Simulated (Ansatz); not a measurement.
**SiNi (Pnma), ideal shear of a crystal plane**

The calculation used DFT PBEsol, scalar-relativistic, plane waves, PAW (Ansatz 0.2.0). Cutoff 420 eV, Γ-centred 8×12×4 k-points, Gaussian smearing of 0.15 eV. No spin polarisation. A magnetic state may lie lower. Energies are free energies at this smearing, counted from the undisturbed cell; pressure is positive in compression.

Zero of the scan (relaxed at this level):

```
Si Ni
1.0
    -5.08783    0.00000    0.00000
     0.00000   -3.35777    0.00000
     0.00000    0.00000   11.05566
Si Ni
8 8
Cartesian
  -3.4525 -0.8394 8.7702
  -3.4525 -0.8394 3.2424
  -4.1793 -2.5183 0.4785
  -4.1793 -2.5183 6.0063
  -0.9085 -0.8394 10.5772
  -0.9085 -0.8394 5.0494
  -1.6354 -2.5183 2.2855
  -1.6354 -2.5183 7.8133
  -5.0405 -2.5183 9.3276
  -5.0405 -2.5183 3.7998
  -2.5912 -0.8394 1.0358
  -2.5912 -0.8394 6.5637
  -2.4966 -2.5183 10.0198
  -2.4966 -2.5183 4.4920
  -0.0473 -0.8394 1.7281
  -0.0473 -0.8394 7.2559
```

The cut lies on the cell's a–b face, a (0 0 1) plane (indices in the standard cell, whose axes needn't be the Cartesian ones shown) of area 17.08 Å², between layers 0.96 Å apart. Vector c is tilted by f times 1·a + 0·b (length 5.088 Å) with the atoms' Cartesian places fixed: one unrelaxed fault a cell. The traction is dγ/du, the slope of γ against the slip u in Å.

```csv
f,γ (mJ/m²),traction (GPa)
0.0000,0,0.1
0.1000,1031,35.0
0.2000,2970,35.4
0.3000,4431,21.7
0.4000,5380,22.7
0.5000,7822,81.3
0.6000,12916,92.4
0.8000,7636,-149.6
```

Q: Read off the first barrier and the stress needed to climb it, and compare with Frenkel's sinusoid.

A: The traction changes sign between f = 0.600 and 0.800, so by linear interpolation the first maximum lies at f = 0.676, a slip of 3.44 Å, with γ ≈ 13938 mJ/m², which stands in for the unstable fault energy γ_us, and the steepest sampled slope before it is 92.4 GPa. A sinusoid γ = γ_us sin²(πu/λ) with its maximum there has λ = 6.88 Å and a largest slope πγ_us/λ = 63.6 GPa (1 mJ/m² per Å = 0.01 GPa).

Q: Is there a metastable fault on this line?

A: Apart from points where γ returns to about zero, no local minimum shows among the samples, so at this sampling the line offers no fault for a dislocation to split on; a fault can still lie off the line.

The cut is rigid; relaxing the faces lowers these energies and usually the stresses.

In a metal these slopes depend on the k mesh and the smearing.

Cost: 8 runs of about 12 core-minutes in all, on Intel Xeon 6975P-C (Granite Rapids) (shared hosts).